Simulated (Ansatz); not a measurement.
A (100) slab of GaSb (F-43m (No. 216)), 9 planes, outer planes Sb (top) and Sb (bottom), with 9 atoms (Ga4Sb5) in a surface cell of A = 19.306 Å², as cut from the bulk:

```yaml
crystal:
  lattice:
    - [4.39385, 0.00000, 0.00000]
    - [0.00000, 4.39385, 0.00000]
    - [0.00000, 0.00000, 27.42768]
  atoms:
    - { symbol: Sb, position: [0.00000, 0.50000, 0.27345] }
    - { symbol: Ga, position: [0.50000, 0.50000, 0.33008] }
    - { symbol: Sb, position: [0.50000, 0.00000, 0.38672] }
    - { symbol: Ga, position: [0.00000, 0.00000, 0.44336] }
    - { symbol: Sb, position: [0.00000, 0.50000, 0.50000] }
    - { symbol: Ga, position: [0.50000, 0.50000, 0.55664] }
    - { symbol: Sb, position: [0.50000, 0.00000, 0.61328] }
    - { symbol: Ga, position: [0.00000, 0.00000, 0.66992] }
    - { symbol: Sb, position: [0.00000, 0.50000, 0.72655] }
```

Theory: DFT PBE, scalar-relativistic, plane waves, PAW (Ansatz 0.2.0). Settings: cutoff 420 eV, Γ-centred mesh 8×8×1 on the computed 9-atom cell, Gaussian smearing of 0.10 eV; no spin polarisation.

The relaxed slab holds 4 formula units of GaSb and 1 further Sb. Against those formula units in the bulk and the further Sb in its standard state it lies 2.272 eV higher. The formation energy of GaSb from the standard states is -0.330 eV a formula unit (uncorrected, no zero-point or thermal terms).

(1) Over what range can the chemical potential of Sb vary, and what is the surface energy at both ends?

(2) How does its energy depend on growth conditions?

Results:

(1) In contact with the bulk, μ(Sb) + μ(Ga) is fixed. With Δμ counted from the standard states, Δμ(Sb) ≤ 0 keeps elemental Sb from forming, and Δμ(Ga) ≤ 0 requires Δμ(Sb) ≥ ΔH = -0.330 eV. Other compounds of Sb and Ga can narrow this range. Then γ, the mean of both faces, = [2.272 eV − 1.00·Δμ(Sb)]/(2A). At the Sb-rich end (Δμ = 0): 2.272/(2 × 19.306) × 16.02 = 0.94 J/m². At the Sb-poor end: (2.272 + 0.330)/(2 × 19.306) × 16.02 = 1.08 J/m².

(2) It carries an excess of Sb, so its energy falls by 0.41 J/m² for each eV that μ(Sb) rises: Sb-rich conditions lower it; whether it appears depends on the other terminations.